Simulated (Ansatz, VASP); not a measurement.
## Two plane-wave programs on Mo

```
CELL_PARAMETERS angstrom
4.70773 0.00000 0.00000
-2.35386 4.07701 0.00000
0.00000 0.00000 2.88604
ATOMIC_POSITIONS crystal
Mo 0.00000 0.00000 0.00000
Mo 0.33333 0.66667 0.50000
Mo 0.66667 0.33333 0.50000
```

Alike in both runs: task single point; functional PBE; k mesh 6 × 6 × 6; occupations gaussian, width 0.1 eV; no spin polarisation.

|  | VASP | Ansatz |
| --- | --- | --- |
| version | VASP 6.6.1 | Ansatz 0.2.0 |
| potentials or method | VASP PAW PBE potentials, release 64 (Mo_sv) | scalar-relativistic, plane waves, PAW |
| plane-wave cutoff (eV) | 520 | 420 |
| valence electrons in the cell | 42 | 42 |

```csv
,VASP,Ansatz,Ansatz less VASP
gap on the k mesh at the Fermi level (eV),none,none,-
pressure (GPa),-23.8,-24.1,-0.25
largest component of the traceless stress (GPa),12.42,12.39,-0.028
```

A gap of «none» marks a metal or a gap that the smearing closes.

Caveats: the k mesh is coarse (spacing up to 0.36 Å⁻¹), so the values aren't converged; so large a pressure means that the cell lies far from this level's equilibrium, or that cutoff or potentials fall short (VASP).
